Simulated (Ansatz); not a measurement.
Input and command of a calculation in Ansatz (plane waves; scalar-relativistic PAW potentials unless the input names others):

```yaml
crystal:
  lattice:
    - [2.36404236, 1.36488049, 6.22710775]
    - [-2.36404236, 1.36488049, 6.22710775]
    - [0.0, -2.72976098, 6.22710775]
  atoms:
    - { symbol: B, position: [0.9996983716, 0.9996983716, 0.9996983716] }
    - { symbol: "N", position: [0.3327346284, 0.3327346284, 0.3327346284] }
basis:
  ecutwfc: 420
kpoints:
  mp_grid: { grid: [12, 12, 12] }
hamiltonian:
  xc: pbesol
scf:
  occupations: { method: gaussian, width: 0.02 }
  max_iter: 60
output:
  forces: true
  eigenvalues: true
  stress: true
```

```bash
ansatz run input.yaml --threads 1 --pin off --max-ram 2560MiB --backend cpu --events-out ev --progress --plain --runs-dir out
```

Abridged log:
```
Basis set: ecut = 420 eV, 2349 PW (Γ), FFT grids on a1−a3, a2−a3, a3, exchange–correlation on 64×64×96 points (8 copies of the dense FFT grid, shifted against one another)
Bands: 8, of which v1, the nominal top of the filled ones, is band 4 counted from 1 (3 counted from 0)
Symmetry: 6 space group operations
k-points: 189 of 1728 (time reversal used)
SCF iter   1: F=—  HF=-519.931345 eV  |F-HF|=—  |Δ(HF+E_count)|=         —  Δρ=1.60e-2  dr2=1.17e-1  ethr=1.77e-3  ⟨swp⟩=5.2  Hψ=10395  notcnv=0
SCF iter   2: F=—  HF=-519.943281 eV  |F-HF|=—  |Δ(HF+E_count)|=   1.19e-2  Δρ=1.96e-2  dr2=1.99e-1  ethr=1.47e-3  ⟨swp⟩=2.7  Hψ=4517  notcnv=0
SCF iter   3: F=—  HF=-519.906785 eV  |F-HF|=—  |Δ(HF+E_count)|=   3.65e-2  Δρ=5.02e-3  dr2=1.20e-2  ethr=1.47e-3  ⟨swp⟩=1.4  Hψ=1809  notcnv=0
SCF iter   4: F=—  HF=-519.908035 eV  |F-HF|=—  |Δ(HF+E_count)|=   1.25e-3  Δρ=4.40e-3  dr2=1.01e-2  ethr=1.50e-4  ⟨swp⟩=2.4  Hψ=2530  notcnv=0
SCF iter   5: F=—  HF=-519.907376 eV  |F-HF|=—  |Δ(HF+E_count)|=   6.59e-4  Δρ=5.28e-4  dr2=1.72e-4  ethr=1.26e-4  ⟨swp⟩=1.0  Hψ=1512  notcnv=0
SCF iter   6: F=—  HF=-519.907396 eV  |F-HF|=—  |Δ(HF+E_count)|=   2.05e-5  Δρ=3.79e-5  dr2=2.52e-6  ethr=2.15e-6  ⟨swp⟩=1.0  Hψ=1518  notcnv=0
SCF iter   7: F=—  HF=-519.907402 eV  |F-HF|=—  |Δ(HF+E_count)|=   6.31e-6  Δρ=9.63e-5  dr2=4.49e-6  ethr=3.15e-8  ⟨swp⟩=2.1  Hψ=2113  notcnv=0
SCF iter   8: F=—  HF=-519.907402 eV  |F-HF|=—  |Δ(HF+E_count)|=   1.26e-7  Δρ=1.84e-5  dr2=2.29e-7  ethr=3.15e-8  ⟨swp⟩=1.0  Hψ=1512  notcnv=0
SCF iter   9: F=-519.907402 eV  HF=-519.907402 eV  |F-HF|=1.31e-8  |Δ(HF+E_count)|=   5.11e-9  Δρ=6.19e-6  dr2=2.30e-8  ethr=1.25e-9  ⟨swp⟩=4.0  Hψ=4326  notcnv=0
SCF 1 converged in 9 iterations: F = -519.907402 eV  dr2 = 2.30e-8
SCF converged after 9 iterations
Free energy (F): -519.907402 eV
Harris-Foulkes:  -519.907402 eV  (|F-HF|=1.31e-8)
Internal energy: -519.903878 eV  (E = F + TS)
E sigma→0 (E₀):  -519.905640 eV
Entropy (-TS):   -0.003525 eV (-1.762 meV/atom)
Fermi energy:    -4.128671 eV
--- Forces (eV/Å), atoms counted from 1 ---
  atom   1  B      0.00000000     0.00000000     0.00037174
  atom   2  N      0.00000000     0.00000000    -0.00035219
--- Stress (GPa, compression-positive) ---
       -8.670948       0.000000       0.000000
        0.000000      -8.670948       0.000000
        0.000000       0.000000      -0.018102
  P = ⅓ Tr σ = -5.7867 GPa (-57.867 kbar)
```

The run was meant for a cell not far from equilibrium. What should be changed?

The fault is a lattice typed in bohr (lattice vectors times 1.890). Setting it back cures it. The run converged all the same, with an energy at zero smearing 6.9 eV/atom above the reference's, pressure -5.79 GPa, largest force 0.000 eV/Å, no gap on the mesh, so convergence alone doesn't show that an input is right. A reference run of the cell with lattice vectors 1.2510 0.7223 3.2952; -1.2510 0.7223 3.2952; 0.0000 -1.4445 3.2952 Å and the atoms in their places converged, and the end of its own relaxation has pressure 0.98 GPa, largest force 0.000 eV/Å, gap on the mesh 4.14 eV (its cell was held, or driven to that pressure on purpose).

Time: 19 s on 1 thread of Arm Neoverse V1, on a shared host, peak memory 0.54 GiB.